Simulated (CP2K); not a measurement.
BN:

```
N B
1.0
     2.49824    0.00000    0.00000
    -1.24912    2.16354    0.00000
     0.00000    0.00000    6.63570
N B
2 2
Cartesian
  1.2491 0.7212 1.6589
  0.0000 1.4424 4.9768
  1.2491 0.7212 4.9768
  0.0000 1.4424 1.6589
```

Program: CP2K 2026.2. Alike in all runs: task band structure; no spin polarisation; cell as given; k mesh 12 × 12 × 4.

Order these runs on this cell by their band gap on the k mesh, lowest first.
A. level LDA; potentials or basis GTH_POTENTIALS N GTH-PADE-q5, B GTH-PADE-q3; TZVP-MOLOPT-PBE-GTH basis; smearing fermi-dirac 0.05 eV; EPS_DEFAULT 1.0E-9; NGRIDS 4; bands added on the path 4; CUTOFF of the grids 450 Ry
B. level r2SCAN; potentials or basis POTENTIAL_UZH N GTH-SCAN-q5, B GTH-SCAN-q3; TZVP-MOLOPT-SCAN-GTH basis; smearing fermi-dirac 0.01 eV; EPS_DEFAULT 1.0E-10; NGRIDS 4; bands added on the path 6; CUTOFF of the grids 675 Ry
C. level PBE; potentials or basis POTENTIAL_UZH N GTH-PBE-q5, B GTH-PBE-q3; TZVP-MOLOPT-PBE-GTH basis; smearing fermi-dirac 0.01 eV; EPS_DEFAULT 1.0E-9; NGRIDS 5; bands added on the path 6; CUTOFF of the grids 450 Ry

A (4.10 eV), C (4.30 eV), B (4.88 eV).

Caveats: the basis of atomic orbitals isn't converged, which shifts pressures, moduli and gaps.

A k mesh can miss the band edges.
